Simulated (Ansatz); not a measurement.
# Si2Mo: the cost of one run

Program: Ansatz 0.2.0. Level of theory: DFT PBEsol, scalar-relativistic, plane waves, PAW. These are calculated values, not measurements.

2 further runs of the same task are left out: 2 set aside as unsound or not needed. Runs told in other sessions of the task aren't counted.

## 1. The structure to begin with

The structure is tetragonal, space group I4/mmm (No. 139). Conventional cell: a = 3.190 Å, b = 3.190 Å, c = 7.821 Å, α = 90.00°, β = 90.00°, γ = 90.00°. Si (site symmetry 4mm) is surrounded by 5 Si at 2.58 to 2.62 Å and 5 Mo at 2.60 to 2.62 Å. Mo (site symmetry 4/mmm) is surrounded by 10 Si at 2.60 to 2.62 Å.

Structure file:

```cif
data_structure
_symmetry_space_group_name_H-M 'P 1'
_symmetry_Int_Tables_number 1
_cell_length_a 4.5146
_cell_length_b 4.5146
_cell_length_c 4.5146
_cell_angle_alpha 138.621
_cell_angle_beta 138.621
_cell_angle_gamma 59.953
_cell_volume 39.80
loop_
_atom_site_label
_atom_site_type_symbol
_atom_site_fract_x
_atom_site_fract_y
_atom_site_fract_z
_atom_site_occupancy
Si1 Si 0.33506 0.33506 0.00000 1
Si2 Si 0.66494 0.66494 0.00000 1
Mo1 Mo 0.00000 0.00000 0.00000 1
```

This cell was relaxed beforehand with the same method: volume 13.27 Å³/atom, gap on the mesh none (metal).

## 2. The reference: the undisturbed cell on the scan's mesh

input.yaml

```yaml
crystal:
  lattice:
    - [-1.5950350805, 1.5950350805, 3.910692]
    - [1.5950350805, -1.5950350805, 3.910692]
    - [1.5950350805, 1.5950350805, -3.910692]
  atoms:
    - { symbol: Si, position: [0.3350596655, 0.3350596655, 0.0] }
    - { symbol: Si, position: [0.6649403345, 0.6649403345, 0.0] }
    - { symbol: Mo, position: [0.0, 0.0, 0.0] }
basis:
  ecutwfc: 420
kpoints:
  mp_grid: { grid: [20, 20, 20] }
hamiltonian:
  xc: pbesol
scf:
  occupations: { method: gaussian, width: 0.15 }
output:
  forces: true
  stress: true
  eigenvalues: true
  write_density: true
  write_potential: true
  elf: true
  volumetric_format: npy
```

Command:

```
$ ansatz run input.yaml --threads 2 --pin off --max-ram 5120MiB --backend cpu --events-out ev --progress --plain --runs-dir out
```

**Question.** How long does this run take on 2 threads of Arm Neoverse V2, shared host, and how much memory does it need?

About 12 s, with a peak of 0.6 GiB.
